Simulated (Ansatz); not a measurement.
SiC (F-43m): G0W0 and the band count and response cutoff

```
CELL_PARAMETERS angstrom
0.00000 2.17900 2.17900
2.17900 0.00000 2.17900
2.17900 2.17900 0.00000
ATOMIC_POSITIONS crystal
Si 0.00000 0.00000 0.00000
C 0.25000 0.25000 0.25000
```

Held fixed (Ansatz):

```json
{"orbitals": "PBE", "datasets": "soft PAW set, first generation", "k mesh": "6×6×6", "frequencies": "plasmon pole, fitted at the program's default frequency", "q → 0 term": "analytic weight of Carrier, Rohra and Görling", "band sums": "cut at the band count"}
```

The gap is read from Γ to X, linearised, between the Kohn-Sham band edges among the points solved. The direct gap is read between the top filled and lowest empty Kohn-Sham band at Γ. ε∞ is the electronic dielectric constant on this mesh. Wave cutoffs: 420, 420, 420, 420 eV in the order of the series.

```tsv
bands, response cutoff	KS gap (eV)	G0W0 gap (eV)	direct at Γ (eV)	ε∞
100 empty bands, 113.3 eV	1.35	2.07	7.26	7.2
144 empty bands, 143.3 eV	1.35	2.13	7.27	7.1
204 empty bands, 180 eV	1.35	2.17	7.27	7.1
380 empty bands, 280 eV	1.35	?	?	?
```

Task: Fill in the row for 380 empty bands, 280 eV.

Result: G0W0 gap 2.21 eV, direct at Γ 7.27 eV, ε∞ 7.1.

Soft PAW datasets can miss an all-electron G0W0 gap by more than 5 %. Band sums or response are cut, so the gap isn't at its basis limit. The gap is read among the points solved; the crystal's band edges can lie elsewhere.
